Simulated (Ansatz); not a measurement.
A 3-atom cell of CdI2 started from a crystallographic database, relaxed with r2SCAN+rVV10 in the PAW code Ansatz. Space group P-3m1 (No. 164), trigonal; conventional cell a = 4.248 Å, c = 6.884 Å, 35.87 Å³ an atom. Around Cd lie 6 I at 2.99 Å; around I lie 3 Cd at 2.99 Å.

The axes x, y and z are those of this cell:
```
CELL_PARAMETERS angstrom
4.24836 0.00000 0.00000
-2.12418 3.67918 0.00000
0.00000 0.00000 6.88442
ATOMIC_POSITIONS crystal
Cd 0.00000 0.00000 0.00000
I 0.33333 0.66667 0.24956
I 0.66667 0.33333 0.75044
```

Unstrained: With PBE the valence top lies at k = (-1/8, 1/8, 0.203) and the conduction bottom at k = (0, 0.456, 0.359), 2.329 eV higher; the smallest vertical gap, at Γ, is 2.621 eV. r2SCAN gives an indirect gap of 2.780 eV, from k = (-1/8, 1/8, 0.203) to k = (0, 0.456, 0.359); the least direct gap is 3.147 eV at k = (0, 0.417, 1/4). HSE06 gives an indirect gap of 3.286 eV, from k = (-1/8, 1/8, 0.203) to k = (0, 0.456, 0.359); the least direct gap is 3.644 eV at Γ. Meshes: PBE 12×12×4, r2SCAN 12×12×4, HSE06 6×6×4. Strains are changes of length per length. After each strain the atoms were relaxed again with r2SCAN+rVV10 within the symmetry that the strain leaves, so tilts or polar shifts that break it weren't tested; points keep the names that they have in the unstrained zone. The values are computed, spin-unpolarised, and not measurements.

Q: Apply epitaxial -2.78 % in the xy plane, free normal strain +2.06 %. How far does the gap move, against the unstrained cell?

A: PBE: the gap goes from 2.329 to 2.154 eV (-0.175 eV); the edges go from (-1/8, 1/8, 0.203) → (0, 0.456, 0.359) to (0, 0.042, -0.383) → (0, 0.466, 0.383). r2SCAN: the gap goes from 2.780 to 2.607 eV (-0.173 eV); the edges go from (-1/8, 1/8, 0.203) → (0, 0.456, 0.359) to (0, 0.042, -0.383) → (0, 0.466, 0.383). HSE06: the gap goes from 3.286 to 3.111 eV (-0.175 eV); the edges go from (-1/8, 1/8, 0.203) → (0, 0.456, 0.359) to (0, 0.042, -0.383) → (0, 0.466, 0.383).

Q: Estimate what isotropic +5.73 % on every length does to the gap.

A: PBE: the gap goes from 2.329 to 2.249 eV (-0.080 eV); it turns from indirect ((-1/8, 1/8, 0.203) → (0, 0.456, 0.359)) to direct (Γ). r2SCAN: the gap goes from 2.780 to 2.784 eV (+0.004 eV); it turns from indirect ((-1/8, 1/8, 0.203) → (0, 0.456, 0.359)) to direct (Γ). HSE06: the gap goes from 3.286 to 3.245 eV (-0.041 eV); it turns from indirect ((-1/8, 1/8, 0.203) → (0, 0.456, 0.359)) to direct (Γ).

Spin-orbit coupling is left out, which matters wherever the heavy atoms make up the band edges.

Where an edge lies off the special points, it is a point of the mesh or the k point where a search put PBE's edge or least direct gap, reused for the other functionals, whose own edges may lie a little apart.

Coordinates of k points refer to the reciprocal vectors of the primitive cell of the runs.

The meshes of the hybrids are coarse, so their gaps aren't converged to the digits shown.
